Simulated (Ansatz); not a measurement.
# BN (F-43m) in Ansatz: a series of runs, part 2 of 2

Ansatz 0.2.0. The steps go on from the part before.

## (4) Band structure, r2SCAN0

The input, input.yaml:

```yaml
crystal:
  lattice:
    - [0.0, 1.813001, 1.813001]
    - [1.813001, 0.0, 1.813001]
    - [1.813001, 1.813001, 0.0]
  atoms:
    - { symbol: "N", position: [0.25, 0.25, 0.25] }
    - { symbol: B, position: [0.0, 0.0, 0.0] }
hamiltonian:
  xc: r2scan0
  pseudopotentials: { kind: paw }
kpoints:
  mp_grid: { grid: [7, 7, 7] }
  band_path:
    path:
      - [[0.0, 0.0, 0.0], [0.5, 0.0, 0.5], [0.5, 0.25, 0.75], [0.375, 0.375, 0.75], [0.0, 0.0, 0.0], [0.5, 0.5, 0.5], [0.625, 0.25, 0.625], [0.5, 0.25, 0.75], [0.5, 0.5, 0.5], [0.375, 0.375, 0.75]]
      - [[0.625, 0.25, 0.625], [0.5, 0.0, 0.5]]
    npoints: 4
scf:
  occupations: { method: fermi_dirac, width: 0.05 }
  n_extra_bands: 6
output:
  forces: true
  stress: true
  eigenvalues: true
  fatbands: false
  write_density: true
  write_potential: true
  elf: true
  volumetric_format: npy
```

The run is started by

```sh
> ansatz run input.yaml --threads 2 --pin off --max-ram 5632MiB --backend cpu --events-out ev --progress --plain --runs-dir out
```

Wall time 97 s (2 threads of Intel Xeon at 2.70GHz, shared host); peak memory 0.69 GiB.

The run converged. Its results:

```
Free energy             : -543.8084 eV
Pressure                : -11.7 GPa
Band gap on the k mesh  : 7.14 eV, indirect (least direct gap 11.73 eV)
Band gap along the path : 6.87 eV, indirect (least direct gap 11.73 eV)
```

Levels at the corners of the path, in eV from the valence-band top:
```csv
point,band 1,band 2,band 3,band 4,band 5,band 6,band 7,band 8,band 9
Γ,-22.70,0.00,0.00,0.00,11.73,11.73,11.73,13.13,28.18
X,-16.67,-9.99,-5.40,-5.40,6.87,11.83,21.94,21.94,24.73
W,-16.37,-8.57,-7.65,-7.05,12.44,16.61,17.63,18.03,23.25
K,-16.61,-9.13,-8.37,-4.49,9.48,15.91,19.53,20.43,22.26
Γ,-22.70,0.00,0.00,0.00,11.73,11.73,11.73,13.13,28.18
L,-18.17,-11.82,-2.14,-2.14,12.86,13.73,13.73,18.77,27.09
U,-16.61,-9.13,-8.37,-4.49,9.48,15.91,19.53,20.43,22.26
W,-16.37,-8.57,-7.65,-7.05,12.44,16.61,17.63,18.03,23.25
L,-18.17,-11.82,-2.14,-2.14,12.86,13.73,13.73,18.77,27.09
K,-16.61,-9.13,-8.37,-4.49,9.48,15.91,19.53,20.43,22.26
U,-16.61,-9.13,-8.37,-4.49,9.48,15.91,19.53,20.43,22.26
X,-16.67,-9.99,-5.40,-5.40,6.87,11.83,21.94,21.94,24.73
```

Caveat: the k mesh is coarse (spacing up to 0.43 Å⁻¹), so the values aren't converged, least of all with exact exchange; the k mesh misses the band edges, so the gap on the mesh is wider than the one along the path; the PAW data sets come from PBE, with cores solved anew for the run's functional, which leaves a small shift of forces and pressure; the thresholds are loose for stress.

## (5) Band structure, r2SCANh

Edit input.yaml of step 4 so:

```diff
@@ -9,3 +9,3 @@
 hamiltonian:
-  xc: r2scan0
+  xc: r2scanh
   pseudopotentials: { kind: paw }
@@ -26,5 +26 @@
   fatbands: false
-  write_density: true
-  write_potential: true
-  elf: true
-  volumetric_format: npy
```

The run is started by

```sh
> ansatz run input.yaml --threads 2 --pin off --max-ram 5632MiB --backend cpu --events-out ev --progress --plain --runs-dir out
```

Run time: 89 s. Hardware: 2 threads of Intel Xeon at 2.70GHz, shared host; peak memory 0.69 GiB.

The run converged. Its results:

```yaml
Free_energy: -543.9223 eV
Pressure: -7.8 GPa
Band_gap_on_the_k_mesh: 6.00 eV, indirect (least direct gap 10.40 eV)
Band_gap_along_the_path: 5.73 eV, indirect (least direct gap 10.40 eV)
```

Levels at the corners of the path, in eV from the valence-band top:
```csv
point,band 1,band 2,band 3,band 4,band 5,band 6,band 7,band 8
Γ,-21.79,0.00,0.00,0.00,10.40,10.40,10.40,11.77
X,-15.99,-9.56,-5.19,-5.19,5.73,10.60,20.26,20.26
W,-15.70,-8.19,-7.34,-6.79,11.16,15.13,16.30,16.46
K,-15.93,-8.73,-8.04,-4.31,8.28,14.53,17.94,18.83
Γ,-21.79,0.00,0.00,0.00,10.40,10.40,10.40,11.77
L,-17.43,-11.33,-2.06,-2.06,11.53,12.36,12.36,17.29
U,-15.93,-8.73,-8.04,-4.31,8.28,14.53,17.94,18.83
W,-15.70,-8.19,-7.34,-6.79,11.16,15.13,16.30,16.46
L,-17.43,-11.33,-2.06,-2.06,11.53,12.36,12.36,17.29
K,-15.93,-8.73,-8.04,-4.31,8.28,14.53,17.94,18.83
U,-15.93,-8.73,-8.04,-4.31,8.28,14.53,17.94,18.83
X,-15.99,-9.56,-5.19,-5.19,5.73,10.60,20.26,20.26
```

Caveat: the k mesh is coarse (spacing up to 0.43 Å⁻¹), so the values aren't converged, least of all with exact exchange; the k mesh misses the band edges, so the gap on the mesh is wider than the one along the path; the PAW data sets come from PBE, with cores solved anew for the run's functional, which leaves a small shift of forces and pressure; the thresholds are loose for stress.

## (6) Band structure, PBEsol0

Edit input.yaml of step 5 so:

```diff
@@ -9,3 +9,3 @@
 hamiltonian:
-  xc: r2scanh
+  xc: { exchange: pbesol, correlation: pbesol, exx: { coeff: 0.25 } }
   pseudopotentials: { kind: paw }
```

Potentials or basis: Ansatz PAW.

The run is started by

```sh
> ansatz run input.yaml --threads 2 --pin off --max-ram 5632MiB --backend cpu --events-out ev --progress --plain --runs-dir out
```

Run time: 80 s. Hardware: 2 threads of Intel Xeon at 2.70GHz, shared host; peak memory 0.58 GiB.

It converged, with:

```
Free energy             : -536.6317 eV
Pressure                : -13.5 GPa
Band gap on the k mesh  : 6.69 eV, indirect (least direct gap 11.24 eV)
Band gap along the path : 6.41 eV, indirect (least direct gap 11.24 eV)
```

Levels at the corners of the path, in eV from the valence-band top:
```csv
point,band 1,band 2,band 3,band 4,band 5,band 6,band 7,band 8
Γ,-22.03,0.00,0.00,0.00,11.24,11.24,11.24,12.68
X,-16.04,-9.77,-5.30,-5.30,6.41,11.37,21.06,21.06
W,-15.72,-8.33,-7.55,-6.99,11.87,16.00,16.88,17.48
K,-15.96,-8.91,-8.28,-4.41,9.00,15.33,18.78,19.64
Γ,-22.03,0.00,0.00,0.00,11.24,11.24,11.24,12.68
L,-17.52,-11.63,-2.10,-2.10,12.46,13.19,13.19,17.93
U,-15.96,-8.91,-8.28,-4.41,9.00,15.33,18.78,19.64
W,-15.72,-8.33,-7.55,-6.99,11.87,16.00,16.88,17.48
L,-17.52,-11.63,-2.10,-2.10,12.46,13.19,13.19,17.93
K,-15.96,-8.91,-8.28,-4.41,9.00,15.33,18.78,19.64
U,-15.96,-8.91,-8.28,-4.41,9.00,15.33,18.78,19.64
X,-16.04,-9.77,-5.30,-5.30,6.41,11.37,21.06,21.06
```

Caveat: the k mesh is coarse (spacing up to 0.43 Å⁻¹), so the values aren't converged, least of all with exact exchange; the k mesh misses the band edges, so the gap on the mesh is wider than the one along the path; the pressure holds a Pulay correction of +0.9 GPa for the finite cutoff; the PAW data sets come from PBE, with cores solved anew for the run's functional, which leaves a small shift of forces and pressure; the thresholds are loose for stress.

## (7) The runs side by side

| task | level | k mesh | cutoff (eV) | smearing | atoms under strain | points for each segment of the path | mesh quality | gap on the mesh (eV) | pressure (GPa) |
| --- | --- | --- | --- | --- | --- | --- | --- | --- | --- |
| phonons | PBEsol | 10 × 10 × 10 | 420 | fixed | - | - | not flagged | 4.28 | - |
| elastic constants | PBEsol | 10 × 10 × 10 | 420 | fixed | relaxed | - | not flagged | 4.28 | -6.3 |
| band structure | r2SCAN0 | 7 × 7 × 7 | 500 | fermi-dirac 0.05 eV | - | 4 | coarse | 7.14 | -11.7 |
| band structure | r2SCANh | 7 × 7 × 7 | 500 | fermi-dirac 0.05 eV | - | 4 | coarse | 6.00 | -7.8 |
| band structure | PBEsol0 | 7 × 7 × 7 | 420 | fermi-dirac 0.05 eV | - | 4 | coarse | 6.69 | -13.5 |

Alike in all rows: potentials or basis Ansatz PAW; no spin polarisation; cell as given.

Caveats: some runs use coarse meshes; the PAW data sets come from PBE, with cores solved anew for the run's functional, which leaves a small shift of forces and pressure; the k mesh misses the band edges, so the gap on the mesh is wider than the one along the path (some runs); the thresholds are loose for stress (some runs); the cell is more than 3 GPa from zero pressure, which shifts response properties (some runs).

Total energies depend on the potentials used, so only differences within one code and one set of settings carry meaning.

## (8) How close it comes

Step 2. Measured gap of BN: 6.4 eV (indirect; 300 K; a printed reference work, monograph). This calculation gives 4.28 eV (-2.12 eV). The value is that of PBEsol on a finite k mesh, which can miss the band edges, without temperature or zero-point motion. Semilocal functionals fall short of measured gaps as a rule. The cell is a database's relaxed one, not the measured one, which moves gaps too.

Step 3. A measured gap of BN is 6.4 eV (indirect; 300 K; a printed reference work, monograph); the calculated 4.28 eV misses it by -2.12 eV. The value is that of PBEsol on a finite k mesh, which can miss the band edges, without temperature or zero-point motion. Semilocal functionals fall short of measured gaps as a rule. The cell is a database's relaxed one, not the measured one, which moves gaps too.
